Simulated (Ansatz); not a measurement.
Tl:

```xyz
2
Lattice="3.4560 0.0000 0.0000 -1.7280 2.9930 0.0000 0.0000 0.0000 5.5250" Properties=species:S:1:pos:R:3 pbc="T T T"
Tl    1.7280    0.9977    4.1438
Tl    0.0000    1.9953    1.3813
```

```yaml
Program: Ansatz 0.2.0
Task: relaxation of cell and atoms
Functional: PBEsol
Potentials_or_basis: Ansatz PAW
Cutoff: "420 eV (not typed: the program's choice for these potentials)"
k_mesh: 9 × 9 × 5
Occupations: fermi-dirac, width 0.05 eV
Spin: no spin polarisation
```

At the start: volume 28.57 Å³/atom.

Question: How do energy, volume and symmetry change on relaxing?

Answer: It ends after 6 steps and the volume is 28.64 Å³/atom (+0.2 %); space group P6_3/mmc (No. 194, to 0.05 Å).

Step by step:
```csv
step,energy change (eV),largest force (eV/Å),volume (Å³)
1,0.0000,0.0000,57.15
2,-0.0038,0.0000,57.46
3,-0.0072,0.0000,56.76
4,-0.0075,0.0000,57.28
5,-0.0076,0.0000,57.29
6,-0.0077,0.0000,57.29
```

Final structure:
```xyz
2
Lattice="3.4031 0.0000 0.0000 -1.7016 2.9472 0.0000 0.0000 0.0000 5.7117" Properties=species:S:1:pos:R:3 pbc="T T T"
Tl    1.7016    0.9824    4.2838
Tl    0.0000    1.9648    1.4279
```

The cell as given is a measured one (28.57 Å³/atom); PBEsol puts the equilibrium volume +0.2 % from it, thermal expansion not counted.

Caveat: the plane-wave basis is chosen anew once the cell has moved, so the energies of steps on either side of that aren't comparable; the PAW data sets come from PBE, with cores solved anew for the run's functional, which leaves a small shift of forces and pressure.
